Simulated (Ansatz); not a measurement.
# GaP (F-43m) in Ansatz: a series of runs

The runs below take GaP through relaxation of cell and atoms, with revPBE, BLYP.

All numbers are computed with Ansatz 0.2.0; they aren't measurements. Logs are shortened: lines on timing, memory, paths and dates and some standing lists are left out, and cuts for length are marked.

### Step 1. The crystal as given

Symmetry: F-43m, No. 216, cubic system. Conventional cell: a = 5.451 Å, b = 5.451 Å, c = 5.451 Å, α = 90.00°, β = 90.00°, γ = 90.00°. Ga (site symmetry -43m) has 4 P at 2.36 Å as nearest neighbours. Around P (site symmetry -43m) lie 4 Ga at 2.36 Å.

### Step 2. Relaxation of cell and atoms, revPBE

Input file input.yaml:

```yaml
crystal:
  lattice:
    - [0.0, 2.72525, 2.72525]
    - [2.72525, 0.0, 2.72525]
    - [2.72525, 2.72525, 0.0]
  atoms:
    - { symbol: Ga, position: [0.0, 0.0, 0.0] }
    - { symbol: P, position: [0.75, 0.75, 0.75] }
hamiltonian:
  xc: revpbe
  pseudopotentials: { kind: paw }
kpoints:
  mp_grid: { grid: [8, 8, 8] }
scf:
  occupations: { method: fermi_dirac, width: 0.05 }
output:
  forces: true
  stress: true
  eigenvalues: true
  write_density: true
  write_potential: true
  elf: true
  volumetric_format: npy
relax:
  f_tol: 0.01
  max_steps: 40
  cell: { stress_tol: 0.05 }
```

Potentials or basis: Ansatz PAW.

Command:

```sh
> ansatz run input.yaml --threads 2 --pin off --max-ram 5632MiB --backend cpu --events-out ev --progress --plain --runs-dir out
```

What it wrote:

```text
Warning: RAYON_NUM_THREADS=2 ignored (pool sized by the plan → 2); use --threads N
Engine: ansatz 0.2.0, x86_64-unknown-linux-gnu
Pseudopotentials: kind: paw
Pseudopotential: Ga, paw, valence charge 13, recommended cutoff 420 eV (normal), Ga.paw.azcp
Pseudopotential: P, paw, valence charge 5, recommended cutoff 420 eV (normal), P.paw.azcp
Functional definition: revPBE
  parameter kappa = 1.245
  parameter beta = 0.06672455060314922
  exchange = pbe_x(kappa = kappa, mu = beta*pi^2/3)
  correlation = pbe_c(beta = beta)
Crystal: 2 atoms, lattice volume = 40.481 Å³
Basis set: ecut = 420 eV, 749 PW (Γ), exchange–correlation on 54×54×54 points (8 copies of the dense FFT grid, shifted against one another)
Bands: 13, of which v1, the nominal top of the filled ones, is band 9 counted from 1 (8 counted from 0)
Symmetry: 24 space group operations
Space group: F-43m (ITA 216), of the structure as read, at distance tolerance 3.4e-5 Å
k-points: 29 of 512 (time reversal used)
Non-local potential: Ga, projectors of the file, l = 0: 2, l = 1: 2, l = 2: 3, l = 3: 1
Non-local potential: P, projectors of the file, l = 0: 2, l = 1: 2, l = 2: 2
PAW form: soft (Blöchl's): semilocal exchange-correlation on the pseudo side does not see the compensation charge
PAW frozen core: Ga, regenerated for the run's functional, and the local potential with it (the file was generated under x = pbe(κ = 0.804, μ = 0.2195149727645171), c = pbe(β = 0.06672455060314922))
PAW frozen core: P, regenerated for the run's functional, and the local potential with it (the file was generated under x = pbe(κ = 0.804, μ = 0.2195149727645171), c = pbe(β = 0.06672455060314922))
PAW one-centre angular grid: Ga, 590 points (default); XC on 64 Gauss nodes
PAW one-centre angular grid: P, 110 points (default); XC on 64 Gauss nodes
Initial density: superposition of atomic densities (neutral atoms: chi_scale 0, normalization atom), corrected by the library's trained network
Initial wavefunctions: pseudopotential atomic-orbital guess
Functional: x = revpbe(κ = 1.245, μ = 0.2195149727645171), c = pbe(β = 0.06672455060314922)
SCF iter   1: F=—  HF=-4545.853627 eV  |F-HF|=—  |Δ(HF+E_count)|=         —  Δρ=2.69e-3  dr2=1.44e-3  ethr=1.77e-3  ⟨swp⟩=6.2  Hψ=2500  notcnv=0
preconditioner: auto → none  [insulator: Δε(μ)=1.697 eV  Ē_g=15.558 eV  σ=0.050 eV  W_gap=1.00  n_scr=14 (ndim 8)  ℏωp=24.8 eV  f_vac=0.011  D(μ)=0.00/eV (n_scr^D=0)  ε∞_Penn≈3.5]
SCF iter   2: F=—  HF=-4545.852648 eV  |F-HF|=—  |Δ(HF+E_count)|=   9.78e-4  Δρ=1.30e-3  dr2=6.29e-4  ethr=8.02e-6  ⟨swp⟩=2.2  Hψ=949  notcnv=0
SCF iter   3: F=—  HF=-4545.852309 eV  |F-HF|=—  |Δ(HF+E_count)|=   3.39e-4  Δρ=4.67e-4  dr2=7.51e-5  ethr=3.50e-6  ⟨swp⟩=2.3  Hψ=607  notcnv=0
SCF iter   4: F=—  HF=-4545.852328 eV  |F-HF|=—  |Δ(HF+E_count)|=   1.92e-5  Δρ=1.95e-4  dr2=7.50e-6  ethr=4.17e-7  ⟨swp⟩=2.0  Hψ=640  notcnv=0
SCF iter   5: F=—  HF=-4545.852325 eV  |F-HF|=—  |Δ(HF+E_count)|=   3.19e-6  Δρ=6.46e-5  dr2=9.02e-7  ethr=4.17e-8  ⟨swp⟩=2.1  Hψ=627  notcnv=0
SCF iter   6: F=-4545.852325 eV  HF=-4545.852325 eV  |F-HF|=7.47e-8  |Δ(HF+E_count)|=   2.82e-7  Δρ=2.17e-5  dr2=9.14e-8  ethr=5.56e-10  ⟨swp⟩=10.1  Hψ=3381  notcnv=0
SCF 1 converged in 6 iterations: F = -4545.852325 eV  dr2 = 9.14e-8
relax step   1: F+E_penalty+E_count = -4545.85232517 eV  Δ(F+E_penalty+E_count) = +0.000e0 eV  max|allowed force component| = 2.776e-16 eV/Å  Δτ_max = 0.0000 Å  P = +4.041 GPa  Ω = 40.481 Å³  (6 SCF iters, dr2 threshold 1.00e-7 eV, accepted)
Crystal: 2 atoms, lattice volume = 41.860 Å³
Basis set: ecut = 420 eV, 869 PW (Γ), exchange–correlation on 54×54×54 points (8 copies of the dense FFT grid, shifted against one another)
Initial density: handed on by an earlier stage of this run
Initial wavefunctions: those handed on with the density
iter 1 solved again at ethr=8.11e-6 eV; its pass at ethr=3.10e-3 eV (dr2=1.46e-3 eV) is discarded
SCF iter   1: F=—  HF=-4545.874277 eV  |F-HF|=—  |Δ(HF+E_count)|=         —  Δρ=1.57e-3  dr2=1.47e-3  ethr=8.11e-6  ⟨swp⟩=2.0  Hψ=2825  notcnv=0
preconditioner: auto → none  [insulator: Δε(μ)=1.637 eV  Ē_g=15.404 eV  σ=0.050 eV  W_gap=1.00  n_scr=14 (ndim 8)  ℏωp=24.3 eV  f_vac=0.019  D(μ)=0.00/eV (n_scr^D=0)  ε∞_Penn≈3.5]
SCF iter   2: F=—  HF=-4545.874163 eV  |F-HF|=—  |Δ(HF+E_count)|=   1.14e-4  Δρ=6.58e-4  dr2=1.90e-4  ethr=8.11e-6  ⟨swp⟩=2.0  Hψ=491  notcnv=0
SCF iter   3: F=—  HF=-4545.874233 eV  |F-HF|=—  |Δ(HF+E_count)|=   7.08e-5  Δρ=3.02e-4  dr2=3.45e-5  ethr=1.06e-6  ⟨swp⟩=2.1  Hψ=623  notcnv=0
SCF iter   4: F=—  HF=-4545.874244 eV  |F-HF|=—  |Δ(HF+E_count)|=   1.06e-5  Δρ=6.91e-5  dr2=1.64e-6  ethr=1.92e-7  ⟨swp⟩=2.0  Hψ=638  notcnv=0
SCF iter   5: F=-4545.874246 eV  HF=-4545.874245 eV  |F-HF|=4.56e-7  |Δ(HF+E_count)|=   1.36e-6  Δρ=2.45e-5  dr2=1.73e-7  ethr=1.11e-9  ⟨swp⟩=12.1  Hψ=3631  notcnv=0
SCF 2 converged in 5 iterations: F = -4545.874246 eV  dr2 = 1.73e-7
relax step   2: F+E_penalty+E_count = -4545.87424573 eV  Δ(F+E_penalty+E_count) = -2.192e-2 eV  max|allowed force component| = 1.041e-16 eV/Å  Δτ_max = 0.0000 Å  P = +1.215 GPa  Ω = 41.860 Å³  energy of the carried Pulay correction = -3.559e-4 eV  (5 SCF iters, dr2 threshold 2.00e-7 eV, accepted)
Crystal: 2 atoms, lattice volume = 42.483 Å³
iter 1 solved again at ethr=1.53e-6 eV; its pass at ethr=3.10e-3 eV (dr2=2.75e-4 eV) is discarded
SCF iter   1: F=—  HF=-4545.876608 eV  |F-HF|=—  |Δ(HF+E_count)|=         —  Δρ=6.64e-4  dr2=2.72e-4  ethr=1.53e-6  ⟨swp⟩=2.5  Hψ=2695  notcnv=0
preconditioner: auto → none  [insulator: Δε(μ)=1.528 eV  Ē_g=15.338 eV  σ=0.050 eV  W_gap=1.00  n_scr=14 (ndim 8)  ℏωp=24.2 eV  f_vac=0.019  D(μ)=0.00/eV (n_scr^D=0)  ε∞_Penn≈3.5]
SCF iter   2: F=—  HF=-4545.876594 eV  |F-HF|=—  |Δ(HF+E_count)|=   1.41e-5  Δρ=2.85e-4  dr2=3.60e-5  ethr=1.51e-6  ⟨swp⟩=2.0  Hψ=480  notcnv=0
SCF iter   3: F=—  HF=-4545.876613 eV  |F-HF|=—  |Δ(HF+E_count)|=   1.83e-5  Δρ=1.12e-4  dr2=5.39e-6  ethr=2.00e-7  ⟨swp⟩=3.0  Hψ=680  notcnv=0
SCF iter   4: F=—  HF=-4545.876616 eV  |F-HF|=—  |Δ(HF+E_count)|=   3.20e-6  Δρ=3.01e-5  dr2=2.95e-7  ethr=3.00e-8  ⟨swp⟩=2.0  Hψ=638  notcnv=0
SCF iter   5: F=-4545.876616 eV  HF=-4545.876616 eV  |F-HF|=9.44e-8  |Δ(HF+E_count)|=   1.29e-7  Δρ=1.10e-5  dr2=3.63e-8  ethr=1.11e-9  ⟨swp⟩=11.4  Hψ=3195  notcnv=0
SCF 3 converged in 5 iterations: F = -4545.876616 eV  dr2 = 3.63e-8
  Residual-converged pass: ⟨swp⟩=1.0  Hψ=493  notcnv=0  max |occ|·‖R‖ = 6.9e-9 eV (tolerance 1.0e-8 eV)  dr2=3.63e-8  dr2_onsite=1.52e-9  max |Δocc| = 4.4e-15
relax step   3: F+E_penalty+E_count = -4545.87661596 eV  Δ(F+E_penalty+E_count) = -2.370e-3 eV  max|allowed force component| = 6.708e-17 eV/Å  Δτ_max = 0.0000 Å  P = +0.098 GPa  Ω = 42.483 Å³  energy of the carried Pulay correction = -5.127e-4 eV  (5 SCF iters, dr2 threshold 2.00e-7 eV, accepted)
Crystal: 2 atoms, lattice volume = 42.538 Å³
iter 1 solved again at ethr=1.20e-8 eV; its pass at ethr=3.10e-3 eV (dr2=2.16e-6 eV) is discarded
SCF iter   1: F=—  HF=-4545.876620 eV  |F-HF|=—  |Δ(HF+E_count)|=         —  Δρ=5.76e-5  dr2=2.16e-6  ethr=1.20e-8  ⟨swp⟩=2.6  Hψ=2587  notcnv=0
preconditioner: auto → none  [insulator: Δε(μ)=1.518 eV  Ē_g=15.331 eV  σ=0.050 eV  W_gap=1.00  n_scr=14 (ndim 8)  ℏωp=24.2 eV  f_vac=0.015  D(μ)=0.00/eV (n_scr^D=0)  ε∞_Penn≈3.5]
SCF iter   2: F=—  HF=-4545.876619 eV  |F-HF|=—  |Δ(HF+E_count)|=   9.39e-7  Δρ=2.60e-5  dr2=3.14e-7  ethr=1.20e-8  ⟨swp⟩=2.0  Hψ=485  notcnv=0
SCF iter   3: F=—  HF=-4545.876620 eV  |F-HF|=—  |Δ(HF+E_count)|=   2.59e-7  Δρ=1.08e-5  dr2=5.36e-8  ethr=1.75e-9  ⟨swp⟩=3.0  Hψ=659  notcnv=0
SCF iter   4: F=-4545.876620 eV  HF=-4545.876620 eV  |F-HF|=1.10e-9  |Δ(HF+E_count)|=   5.10e-8  Δρ=2.99e-6  dr2=2.93e-9  ethr=1.33e-10  ⟨swp⟩=9.8  Hψ=2713  notcnv=0
SCF 4 converged in 4 iterations: F = -4545.876620 eV  dr2 = 2.93e-9
relax step   4: F+E_penalty+E_count = -4545.87661980 eV  Δ(F+E_penalty+E_count) = -3.831e-6 eV  max|allowed force component| = 1.110e-16 eV/Å  Δτ_max = 0.0000 Å  P = +0.003 GPa  Ω = 42.538 Å³  energy of the carried Pulay correction = -5.265e-4 eV  (4 SCF iters, dr2 threshold 2.40e-8 eV, accepted)
Initial wavefunctions: pseudopotential atomic-orbital guess (no wavefunctions were taken with the density)
iter 1 solved again at ethr=1.07e-6 eV; its pass at ethr=3.10e-3 eV (dr2=1.92e-4 eV) is discarded
SCF iter   1: F=—  HF=-4545.873257 eV  |F-HF|=—  |Δ(HF+E_count)|=         —  Δρ=5.56e-4  dr2=4.21e-6  ethr=1.07e-6  ⟨swp⟩=3.1  Hψ=3375  notcnv=0
preconditioner: auto → none  [insulator: Δε(μ)=1.520 eV  Ē_g=15.332 eV  σ=0.050 eV  W_gap=1.00  n_scr=14 (ndim 8)  ℏωp=24.2 eV  f_vac=0.015  D(μ)=0.00/eV (n_scr^D=0)  ε∞_Penn≈3.5]
SCF iter   2: F=—  HF=-4545.876199 eV  |F-HF|=—  |Δ(HF+E_count)|=   2.94e-3  Δρ=2.80e-4  dr2=1.22e-6  ethr=2.34e-8  ⟨swp⟩=2.2  Hψ=654  notcnv=0
SCF iter   3: F=—  HF=-4545.877038 eV  |F-HF|=—  |Δ(HF+E_count)|=   8.39e-4  Δρ=1.03e-4  dr2=2.18e-7  ethr=6.75e-9  ⟨swp⟩=2.1  Hψ=500  notcnv=0
SCF iter   4: F=—  HF=-4545.877167 eV  |F-HF|=—  |Δ(HF+E_count)|=   1.29e-4  Δρ=1.53e-5  dr2=3.35e-8  ethr=1.21e-9  ⟨swp⟩=2.1  Hψ=642  notcnv=0
SCF iter   5: F=—  HF=-4545.877168 eV  |F-HF|=—  |Δ(HF+E_count)|=   1.60e-6  Δρ=2.15e-6  dr2=1.17e-9  ethr=1.86e-10  ⟨swp⟩=2.0  Hψ=641  notcnv=0
SCF iter   6: F=—  HF=-4545.877168 eV  |F-HF|=—  |Δ(HF+E_count)|=   1.71e-8  Δρ=9.20e-7  dr2=1.72e-10  ethr=6.49e-12  ⟨swp⟩=2.3  Hψ=651  notcnv=0
SCF iter   7: F=-4545.877168 eV  HF=-4545.877168 eV  |F-HF|=4.46e-11  |Δ(HF+E_count)|=   6.06e-9  Δρ=1.15e-7  dr2=1.01e-11  ethr=1.00e-12  ⟨swp⟩=6.0  Hψ=2314  notcnv=0
SCF 5 converged in 7 iterations: F = -4545.877168 eV  dr2 = 1.01e-11
relax step   5: F+E_penalty+E_count = -4545.87716842 eV  Δ(F+E_penalty+E_count) = -5.486e-4 eV  max|allowed force component| = 1.052e-16 eV/Å  Δτ_max = 0.0000 Å  P = +0.008 GPa  Ω = 42.538 Å³  stress off target by 8.32e-3 GPa  SCF on the basis re-selected at this cell (its energy is not comparable with the rows above)  (7 SCF iters)
basis re-selected at this cell: Δ(F+E_penalty+E_count) = -5.486e-4 eV, ΔP = +0.005 GPa vs the last step (what re-selecting the basis moved, of the pressure what is left beyond the Pulay correction that the steps carried, after the strain that the cell walked since its last selection, with what the two solves' SCF thresholds leave and, on support functions, any second-order correction that the steps lacked; it is no measure of the basis error at this ecutwfc). This SCF's stress stands 8.32e-3 GPa from its target on what of the cell is left free (relax.cell.stress_tol is 5.00e-2 GPa) and its largest allowed force component is 1.05e-16 eV/Å (relax.f_tol is 1.00e-2 eV/Å): within both
SCF converged after 7 iterations
Free energy (F): -4545.877168 eV
Harris-Foulkes:  -4545.877168 eV  (|F-HF|=4.46e-11)
Internal energy: -4545.877168 eV  (E = F + TS)
E sigma→0 (E₀):  -4545.877168 eV
Fermi energy:    7.317929 eV
--- Per-component energies (eV) ---
  E_band       = -65.611587
  E_kinetic    = 184.742572
  E_local      = -2233.091302  (includes V_loc(G=0)·N_el)
  E_nonlocal   = 458.263879
  E_hartree    = 1030.451508
  E_xc         = -130.111166
  E_vxc        = -117.839676  (∫ρ·V_xc dr)
  E_paw        = -2564.890026  (= ΣΔE_a)
  E_vpaw       = -418.590049  (= ΣTr[D̂ρ^β])
  E_aug_tail   = -0.000098  (compensation charges beyond the density's cutoff)
  E_ewald      = -1291.129736
  E_core_change = -0.112800  (= ΣΔE_core)
  E_smearing   = -0.000000  (= −TS)
  E_closure    = -0.000000  (closes the sum)
  Σ components = -4545.877168   (vs F -4545.877168, Δ=0.00e0)
--- Forces (eV/Å), atoms counted from 1 ---
  atom   1  Ga    -0.00000000     0.00000000     0.00000000
  atom   2  P      0.00000000    -0.00000000    -0.00000000
  max |Σ_I F_I| component: 1.41e-16 eV/Å
--- Stress (GPa, compression-positive) ---
        0.008320       0.000000       0.000000
        0.000000       0.008320       0.000000
        0.000000       0.000000       0.008320
  P = ⅓ Tr σ = 0.0083 GPa (0.083 kbar)
--- Band table (eV; the first three rows and the last of 29) ---
  k-point 0: bands = ["-7.8935", "-7.8935", "-7.8935", "-7.8082", "-7.8082", "-5.5637", "6.5461", "6.5461", "6.5461", "8.0645", "10.4685", "10.4685", "10.4685"]
  k-point 1: bands = ["-7.9044", "-7.8895", "-7.8895", "-7.8082", "-7.8082", "-5.3745", "4.9434", "6.3351", "6.3351", "8.7908", "10.7955", "10.7955", "10.9633"]
  k-point 2: bands = ["-7.9289", "-7.8809", "-7.8809", "-7.8070", "-7.8070", "-4.8395", "2.8021", "5.9315", "5.9315", "8.5982", "11.2856", "11.2856", "12.7218"]
  k-point 28: bands = ["-7.9769", "-7.8605", "-7.8423", "-7.8205", "-7.8005", "-2.7571", "0.2370", "3.2203", "3.3813", "11.2246", "11.2970", "12.5546", "12.7669"]
--- Relaxed structure (4 steps of the walk, 4 accepted, 1 SCFs on fresh bases) ---
  F+E_penalty+E_count = -4545.87716842 eV   max|allowed force component| = 1.052e-16 eV/Å   (the final SCF, on the basis selected at the relaxed cell)
  cell:  # Å, volume = 42.5384 Å³
    - [6.573029922435312e-33, 2.770663190915706, 2.770663190915706]
    - [2.770663190915706, 6.031646643940154e-33, 2.770663190915706]
    - [2.770663190915706, 2.770663190915706, 7.254535931835096e-33]
  atoms:
    - { symbol: Ga, position: [1.4016185877875488e-33, -1.8963075011243308e-33, -1.5429582773123436e-33] }
    - { symbol: P, position: [0.75, 0.75, 0.75] }
```

It took 8.2 s on 2 threads of Intel Xeon Platinum 8259CL at 2.50GHz (Skylake/Cascade Lake), shared host; peak memory 0.4 GiB.

What came out:

* Free energy: -4545.8772 eV
* Relaxed volume: 21.27 Å³/atom
* Relaxed cell: a = 3.918 Å, b = 3.918 Å, c = 3.918 Å, α = 60.00°, β = 60.00°, γ = 60.00°
* Space group after relaxing (to 0.05 Å): F-43m (No. 216)
* Energy gained by relaxing: 12.4 meV/atom
* Ionic steps: 5
* Pressure after relaxing: 0.0 GPa
* Band gap on the k mesh: 1.52 eV, direct

Step by step:
```
step  energy change (eV)  largest force (eV/Å)  volume (Å³)
   1              0.0000                0.0000        40.48
   2             -0.0219                0.0000        41.86
   3             -0.0243                0.0000        42.48
   4             -0.0243                0.0000        42.54
   5             -0.0248                0.0000        42.54
```

Final structure:
```
Ga P
1.0
     0.00000    2.77066    2.77066
     2.77066    0.00000    2.77066
     2.77066    2.77066    0.00000
Ga P
1 1
Direct
  0.00000 0.00000 0.00000
  0.75000 0.75000 0.75000
```

Levels at points of the mesh, in eV from the valence-band top:
```csv
k point,band 7,band 8,band 9,band 10,band 11,band 12
"(0.00, 0.00, 0.00)",0.00,0.00,0.00,1.52,3.92,3.92
"(0.00, 0.00, -0.50)",-6.33,-1.04,-1.04,1.60,4.75,4.75
"(0.00, -0.50, -0.50)",-6.50,-2.51,-2.51,1.83,1.93,10.26
```

Caveat: the plane-wave basis is chosen anew once the cell has moved, so the energies of steps on either side of that aren't comparable; the PAW data sets come from PBE, with cores solved anew for the run's functional, which leaves a small shift of forces and pressure. Zero-point motion and thermal expansion aren't in these numbers.

(Continued in part 2 of 2.)
